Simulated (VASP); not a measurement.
Wanted: the native input for a VASP 6.6.1 run.

- Task: single point
- Functional: PBE
- Potentials or basis: VASP PAW PBE potentials, release 64 (Y_sv)
- Cutoff: 520 eV
- k mesh: 14 × 14 × 14
- Occupations: fermi-dirac, width 0.03 eV
- Spin: non-collinear spin, zero start, spin-orbit coupling
- Starting moments: [[0.0, 0.0, 0.0]] μB
- Dipole correction: no
- Further INCAR settings: ALGO = Normal; EDIFF = 1e-06; NBANDS = 22

The structure of Y lies in POSCAR:

```
Y
1.0
    0.0000000000      2.4850000000      2.4850000000
    2.4850000000      0.0000000000      2.4850000000
    2.4850000000      2.4850000000      0.0000000000
Y
1
Direct
    0.0000000000      0.0000000000      0.0000000000
```

This isn't the form of Y at room conditions, which is hcp.

One way to write it, as run:

INCAR

```
PREC = Accurate
ENCUT = 520
EDIFF = 1E-6
ISMEAR = -1
SIGMA = 0.03
LREAL = False
LASPH = True
NELM = 150
ALGO = Normal
ISIF = 2
LWAVE = False
LCHARG = False
LNONCOLLINEAR = True
MAGMOM = 0 0 0
LORBIT = 11
LSORBIT = True
GGA_COMPAT = False
LORBMOM = True
LMAXMIX = 4
GGA = PE
NBANDS = 22
```

KPOINTS

```
Automatic mesh
0
Gamma
  14 14 14
```

Potentials or basis: VASP PAW PBE potentials, release 64 (Y_sv).

Run with:

```console
$ cat potpaw_PBE.64/Y_sv/POTCAR > POTCAR
$ mpirun -np 1 vasp_ncl > vasp.out
```

Results of the run:

```yaml
Pressure: 2.2 GPa
Net_moment: 0.00 μB per cell
Valence_electrons_inside_the_program's_atomic_spheres: Y 9.53
```

It took 110 s on 1 thread of Intel(R) Xeon(R) Platinum 8488C (Sapphire Rapids) (shared host), peak memory 0.32 GiB.
